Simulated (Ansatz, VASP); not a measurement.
**One calculation of MgS (Niningerite), two programs**

Contents of INCAR:

```
SYSTEM = MgS
PREC = Accurate
ENCUT = 900
EDIFF = 1E-7
ISMEAR = -1
SIGMA = 0.05
LREAL = .False.
LASPH = .True.
NELM = 80
ALGO = Fast
ISIF = 3
LWAVE = .False.
LCHARG = .False.
GGA = PE
IBRION = 2
NSW = 40
EDIFFG = -0.01
```

KPOINTS

```
regular mesh
0
Gamma
  9 9 9
  0 0 0
```

POSCAR

```
MgS
1.0
    0.0000000000      2.6016500000      2.6016500000
    2.6016500000      0.0000000000      2.6016500000
    2.6016500000      2.6016500000      0.0000000000
S Mg
1 1
Direct
    0.5000000000      0.5000000000      0.5000000000
    0.0000000000      0.0000000000      0.0000000000
```

File input.yaml:

```yaml
crystal:
  lattice:
    - [0.0, 2.60165, 2.60165]
    - [2.60165, 0.0, 2.60165]
    - [2.60165, 2.60165, 0.0]
  atoms:
    - { symbol: S, position: [0.5, 0.5, 0.5] }
    - { symbol: Mg, position: [0.0, 0.0, 0.0] }
hamiltonian:
  xc: pbe
  pseudopotentials: { kind: paw }
kpoints:
  mp_grid: { grid: [9, 9, 9] }
scf:
  occupations: { method: fermi_dirac, width: 0.05 }
output:
  forces: true
  stress: true
  eigenvalues: true
relax:
  f_tol: 0.01
  max_steps: 40
  cell: { stress_tol: 0.05 }
```

Alike in both runs: task relaxation of cell and atoms; functional PBE; k mesh 9 × 9 × 9; occupations fermi-dirac, width 0.05 eV; no spin polarisation.

|  | VASP | Ansatz |
| --- | --- | --- |
| version | VASP 6.6.1 | Ansatz 0.2.0 |
| potentials or method | VASP PAW PBE potentials, release 64 (S, Mg_pv) | Ansatz PAW |
| plane-wave cutoff (eV) | 900 | 420 |
| valence electrons in the cell | 14 | 16 |

Ansatz gave:

```
gap on the k mesh at the Fermi level, each at its own relaxed structure (eV) : 2.89
relaxed volume (Å³/atom)                                                     : 17.88
relaxed cell length with the largest relative difference (Å)                 : 3.698
energy change over the relaxation (meV/atom)                                 : -1
```

**Question.** Estimate VASP's values.

**Answer.** gap on the k mesh at the Fermi level, each at its own relaxed structure (eV): 2.88; relaxed volume (Å³/atom): 17.90; relaxed cell length with the largest relative difference (Å): 3.699; energy change over the relaxation (meV/atom): -1.

The two sets of potentials don't hold the same shells in valence.

Caveats: an odd mesh through Γ misses points on the zone boundary, where band edges often lie (VASP); odd divisions of the mesh miss points on the zone boundary, where band edges often lie, so the gap on the mesh can be too wide (Ansatz); the plane-wave basis is chosen anew once the cell has moved, so the energies of steps on either side of that aren't comparable (Ansatz). As with any semilocal functional, this PBE gap is likely too small.
